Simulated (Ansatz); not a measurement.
Runs of Ansatz 0.2.0 on W. The cell holds a slab with vacuum, 5 atoms: a = 2.871 Å, b = 2.871 Å, c = 24.376 Å, α = 90.00°, β = 90.00°, γ = 120.00°. The slab is cut from a database's or a generator's crystal, which needn't be the stable form of the element.

```csv
task,level,cell,cutoff (eV),basis error allowed,gap on the mesh (eV),largest force (eV/Å),work function (eV)
single point,PBE,"the (1 1 1) slab of W, cut from the database cell, not relaxed",253,0.001 eV/atom,none,0.20,4.98
single point,PBEsol,as given,233,0.002 eV/atom,none,(a),5.08
single point,LDA,as given,233,0.002 eV/atom,none,0.61,5.25
single point,PBE,as given,233,0.002 eV/atom,none,0.20,4.98
projected density of states,PBE,"the (1 1 1) slab of W, cut from the database cell, not relaxed",233,0.002 eV/atom,-,0.20,4.98
```

Alike in all rows: potentials or basis all-electron LAPW, scalar-relativistic; no spin polarisation; k mesh 11 × 11 × 1; smearing fermi-dirac 0.05 eV.

Fill in the values left out.

(a) 0.38.

Caveats: spin-orbit coupling is left out, which moves the levels of the heavy elements (some runs); the density of states is complete only up to the lowest level of the last band computed (some runs).

A k mesh can miss the band edges, and the runs leave out spin-orbit coupling on W.

A gap of «none» marks a metal or a gap under the smearing width.
